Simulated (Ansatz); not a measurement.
# ZrN under strain: Electric field gradients

The cell is a structure deposited in the COD, relaxed with PBE at fixed cell and then changed (z stretched by 2 %, ions relaxed).

```yaml
crystal:
  lattice:
    - [0.00000, 2.28423, 2.32992]
    - [2.28423, 0.00000, 2.32992]
    - [2.28423, 2.28423, 0.00000]
  atoms:
    - { symbol: Zr, position: [0.00000, 0.00000, 0.00000] }
    - { symbol: N, position: [0.50000, 0.50000, 0.50000] }
```

Atom numbers follow the list; atoms alike are taken as one site, whose name carries the number of the first.

Method: Kohn–Sham DFT in Ansatz, PBE, plane waves and PAW, scalar-relativistic, 420 eV cutoff, Γ-centred 18×18×18 k-points, Fermi–Dirac smearing 0.05 eV.

Conventions: |V_zz| ≥ |V_yy| ≥ |V_xx|, η = (V_xx − V_yy)/V_zz, C_Q = eQV_zz/h.

91Zr: I = 5/2, Q = -176.0 mb; N-14: I = 1, Q = 20.44 mb. Quadrupole moments are those of Pyykkö's year-2017 table.

```json
{"site": "Zr", "atoms (order as listed)": "1", "first shell": "6 N at 2.28–2.33 Å", "V_xx, V_yy, V_zz (10²¹ V/m²)": "-1.71, -1.71, 3.43", "η": "0.00", "C_Q (MHz)": "-14.6"}
{"site": "N", "atoms (order as listed)": "2", "first shell": "6 Zr at 2.28–2.33 Å", "V_xx, V_yy, V_zz (10²¹ V/m²)": "-0.33, -0.33, 0.66", "η": "0.00", "C_Q (MHz)": "0.326"}
```

An axis of threefold or higher order runs through Zr and N, so V_zz lies along it and η is zero.

The run finds no gap above 0.1 eV (a metal, or nearly one), so the gradients can move by 10 % or more with the k-mesh. Without spin–orbit coupling (the program notes it for Zr) the gradients can shift somewhat, as the gap is small.
